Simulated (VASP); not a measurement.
HfO2:

```xyz
6
Lattice="4.8135 0.0000 0.0000 0.0000 4.8135 0.0000 0.0000 0.0000 3.2054" Properties=species:S:1:pos:R:3 pbc="T T T"
Hf    2.4068    2.4068    1.6027
Hf    0.0000    0.0000    0.0000
O     3.8751    0.9384    1.6027
O     3.3452    3.3452    0.0000
O     1.4683    1.4683    0.0000
O     0.9384    3.8751    1.6027
```

Measurements of this composition are mostly on another form, of space group No. 14.

| Quantity | Value |
| --- | --- |
| Program | VASP 6.6.1 |
| Task | relaxation of cell and atoms |
| Functional | PBE |
| Potentials or basis | VASP PAW PBE potentials, release 54 (Hf, O) |
| Cutoff | 580 eV |
| k mesh | 6 × 6 × 8 |
| Occupations | fermi-dirac, width 0.05 eV |
| Spin | no spin polarisation |

At the start: pressure 5.8 GPa; volume 12.38 Å³/atom.

Question: Where does the relaxation end?

Answer: Over 9 steps the energy falls by 5.4 meV/atom and the volume is 12.69 Å³/atom (+2.5 %); space group P4_2/mnm (No. 136, to 0.05 Å).

Step by step:
```
step  energy change (eV)  largest force (eV/Å)  pressure (GPa)  volume (Å³)
   1              0.0000                0.0365            5.85        74.27
   2              0.0600                0.2066           -8.60        79.23
   3             -0.0314                0.0590           -0.06        76.04
   4             -0.0313                0.0575            0.14        76.00
   5             -0.0326                0.0219            0.10        76.10
   6             -0.0326                0.0160            0.13        76.09
   7             -0.0327                0.0176            0.13        76.10
   8             -0.0326                0.0006           -0.19        76.20
   9             -0.0327                0.0095            0.02        76.14
```

Final structure:
```
CELL_PARAMETERS angstrom
4.86084 0.00000 0.00000
0.00000 4.86084 0.00000
0.00000 0.00000 3.22264
ATOMIC_POSITIONS crystal
Hf 0.50000 0.50000 0.50000
Hf 0.00000 0.00000 0.00000
O 0.80524 0.19476 0.50000
O 0.69476 0.69476 0.00000
O 0.30524 0.30524 0.00000
O 0.19476 0.80524 0.50000
```
